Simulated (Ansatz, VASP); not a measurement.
# Zn2Si2N: VASP beside Ansatz

```
Zn Si N
1.0
     2.98882    0.00000    0.00000
    -1.49441    2.58839    0.00000
     0.00000    0.00000    9.71272
Zn Si N
2 2 1
Direct
  0.66667 0.33333 0.27842
  0.66667 0.33333 0.72158
  0.33333 0.66667 0.50000
  0.66667 0.33333 0.00000
  0.33333 0.66667 0.00000
```

Alike in both runs: functional PBE; k mesh 12 × 12 × 4; occupations gaussian, width 0.1 eV; no spin polarisation.

Ansatz relaxed the structure, and its values are those at the end. VASP's run is a single point on that final structure, the one shown.

|  | VASP | Ansatz |
| --- | --- | --- |
| version | VASP 6.6.1 | Ansatz 0.2.0 |
| potentials or method | VASP PAW PBE potentials, release 64 (Zn, Si, N) | scalar-relativistic, plane waves, PAW |
| plane-wave cutoff (eV) | 520 | 420 |
| valence electrons in the cell | 37 | 37 |

```csv
,VASP,Ansatz,Ansatz less VASP
gap on the k mesh at the Fermi level (eV),none,none,-
pressure (GPa),0.0,0.0,0.00
```

A gap of «none» marks a metal or a gap that the smearing closes.
